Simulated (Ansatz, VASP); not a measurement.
Two plane-wave programs on AlNi

```
Al Ni
1.0
     2.91638    0.00000    0.00000
     0.00000    2.91638    0.00000
     0.00000    0.00000    2.91638
Al Ni
1 1
Direct
  0.00000 0.00000 0.00000
  0.50000 0.50000 0.50000
```

Alike in both runs: functional RPBE; k mesh 14 × 14 × 14; occupations gaussian, width 0.1 eV; no spin polarisation.

Ansatz relaxed the structure, and its values are those at the end. VASP's run is a single point on that final structure, the one shown.

|  | VASP | Ansatz |
| --- | --- | --- |
| version | VASP 6.6.1 | Ansatz 0.2.0 |
| potentials or method | VASP PAW PBE potentials, release 64 (Al, Ni) | scalar-relativistic, plane waves, PAW |
| plane-wave cutoff (eV) | 520 | 420 |
| valence electrons in the cell | 13 | 21 |

|  | VASP | Ansatz | Ansatz less VASP |
| --- | --- | --- | --- |
| gap on the k mesh at the Fermi level (eV) | none | none | - |
| pressure (GPa) | -0.1 | 0.0 | +0.15 |

A gap of «none» marks a metal or a gap that the smearing closes. With one functional, cell and mesh, what is left measures potentials, basis and numerics. The two sets of potentials don't hold the same shells in valence.

Caveats: the PAW data sets were made with another functional, which shifts forces and pressure a little (VASP). Spin polarisation is off, so any magnetic state and its effect on volume and gap are missing.
